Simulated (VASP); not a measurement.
Input of a VASP 6.6.1 run:

The input INCAR:

```
ALGO = Fast
EDIFF = 1E-7
ENCUT = 600
ISIF = 2
ISMEAR = 1
KPAR = 2
LASPH = True
LCHARG = False
LREAL = Auto
LWAVE = False
NBANDS = 164
NCORE = 1
NELM = 120
PREC = Accurate
SIGMA = 0.1
```

File KPOINTS:

```
k-points
0
Gamma
  3 3 3
```

The input POSCAR:

```
Al63Cu
1.0
    0.0000000000      8.0992200000      8.0992200000
    8.0992200000      0.0000000000      8.0992200000
    8.0992200000      8.0992200000      0.0000000000
Cu Al
1 63
Direct
    0.0000000000      0.0000000000      0.0000000000
    0.0000000000      0.0000000000      0.2500000000
    0.0000000000      0.0000000000      0.5000000000
    0.0000000000      0.0000000000      0.7500000000
    0.0000000000      0.2500000000      0.0000000000
    0.0000000000      0.2500000000      0.2500000000
    0.0000000000      0.2500000000      0.5000000000
    0.0000000000      0.2500000000      0.7500000000
    0.0000000000      0.5000000000      0.0000000000
    0.0000000000      0.5000000000      0.2500000000
    0.0000000000      0.5000000000      0.5000000000
    0.0000000000      0.5000000000      0.7500000000
    0.0000000000      0.7500000000      0.0000000000
    0.0000000000      0.7500000000      0.2500000000
    0.0000000000      0.7500000000      0.5000000000
    0.0000000000      0.7500000000      0.7500000000
    0.2500000000      0.0000000000      0.0000000000
    0.2500000000      0.0000000000      0.2500000000
    0.2500000000      0.0000000000      0.5000000000
    0.2500000000      0.0000000000      0.7500000000
    0.2500000000      0.2500000000      0.0000000000
    0.2500000000      0.2500000000      0.2500000000
    0.2500000000      0.2500000000      0.5000000000
    0.2500000000      0.2500000000      0.7500000000
    0.2500000000      0.5000000000      0.0000000000
    0.2500000000      0.5000000000      0.2500000000
    0.2500000000      0.5000000000      0.5000000000
    0.2500000000      0.5000000000      0.7500000000
    0.2500000000      0.7500000000      0.0000000000
    0.2500000000      0.7500000000      0.2500000000
    0.2500000000      0.7500000000      0.5000000000
    0.2500000000      0.7500000000      0.7500000000
    0.5000000000      0.0000000000      0.0000000000
    0.5000000000      0.0000000000      0.2500000000
    0.5000000000      0.0000000000      0.5000000000
    0.5000000000      0.0000000000      0.7500000000
    0.5000000000      0.2500000000      0.0000000000
    0.5000000000      0.2500000000      0.2500000000
    0.5000000000      0.2500000000      0.5000000000
    0.5000000000      0.2500000000      0.7500000000
    0.5000000000      0.5000000000      0.0000000000
    0.5000000000      0.5000000000      0.2500000000
    0.5000000000      0.5000000000      0.5000000000
    0.5000000000      0.5000000000      0.7500000000
    0.5000000000      0.7500000000      0.0000000000
    0.5000000000      0.7500000000      0.2500000000
    0.5000000000      0.7500000000      0.5000000000
    0.5000000000      0.7500000000      0.7500000000
    0.7500000000      0.0000000000      0.0000000000
    0.7500000000      0.0000000000      0.2500000000
    0.7500000000      0.0000000000      0.5000000000
    0.7500000000      0.0000000000      0.7500000000
    0.7500000000      0.2500000000      0.0000000000
    0.7500000000      0.2500000000      0.2500000000
    0.7500000000      0.2500000000      0.5000000000
    0.7500000000      0.2500000000      0.7500000000
    0.7500000000      0.5000000000      0.0000000000
    0.7500000000      0.5000000000      0.2500000000
    0.7500000000      0.5000000000      0.5000000000
    0.7500000000      0.5000000000      0.7500000000
    0.7500000000      0.7500000000      0.0000000000
    0.7500000000      0.7500000000      0.2500000000
    0.7500000000      0.7500000000      0.5000000000
    0.7500000000      0.7500000000      0.7500000000
```

Potentials or basis: VASP PAW LDA potentials, release 64 (Cu, Al).

Command:

```sh
$ cat potpaw_LDA.64/Cu/POTCAR potpaw_LDA.64/Al/POTCAR > POTCAR
$ mpirun -np 4 vasp_std > vasp.out
```

(1) What does it give for the band gap on the k mesh?

(2) Estimate the pressure.

(3) Predict the largest force.

## Answers

(1) none (metal or under the smearing width).

(2) -4.0 GPa.

(3) 0.237 eV/Å.
